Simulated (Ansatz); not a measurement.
**Random displacements in Al3Cu2**

Method: DFT r2SCAN, scalar-relativistic, plane waves, PAW (Ansatz 0.2.0). The runs took a 500 eV cutoff, a Γ-centred 12×12×10 mesh and Gaussian smearing (0.15 eV). No spin polarisation. Energies are free energies at this smearing, counted from the undisturbed cell; pressure is positive in compression.

Zero of the scan (relaxed at this level; it needn't be the usual structure):

```
Al Cu
1.0
     4.10181    0.00000    0.00000
    -2.05091    3.55227    0.00000
     0.00000    0.00000    4.98986
Al Cu
3 2
Direct
  0.00000 0.00000 0.00000
  0.33333 0.66667 0.35017
  0.66667 0.33333 0.64983
  0.33333 0.66667 0.84017
  0.66667 0.33333 0.15983
```

The atoms are displaced (Å, in the unstrained cell):

```tsv
atom	ux	uy	uz
Al1	-0.066	-0.049	0.094
Al2	0.260	-0.409	0.148
Al3	-0.405	0.264	-0.229
Cu4	-0.015	0.166	0.195
Cu5	0.227	0.027	-0.208
```

Strain (Voigt, engineering shear): (0.0066, 0.0473, 0.0217, -0.0184, -0.0065, -0.0220).

Q: What are the energy change, the stress and the forces?

A: ΔE = 812.7 meV/atom; stress (xx, yy, zz, yz, xz, xy; compression positive) (25.36, 0.62, 4.71, -5.77, 18.59, -12.33) GPa.
```tsv
atom	Fx (eV/Å)	Fy	Fz
Al1	1.52	0.18	-0.18
Al2	-9.05	3.86	-7.07
Al3	9.36	-3.84	7.50
Cu4	-0.77	-0.35	-0.61
Cu5	-1.06	0.15	0.36
```

Cost: 1 run of about 6.8 core-minutes, on Arm Neoverse V1 (shared hosts).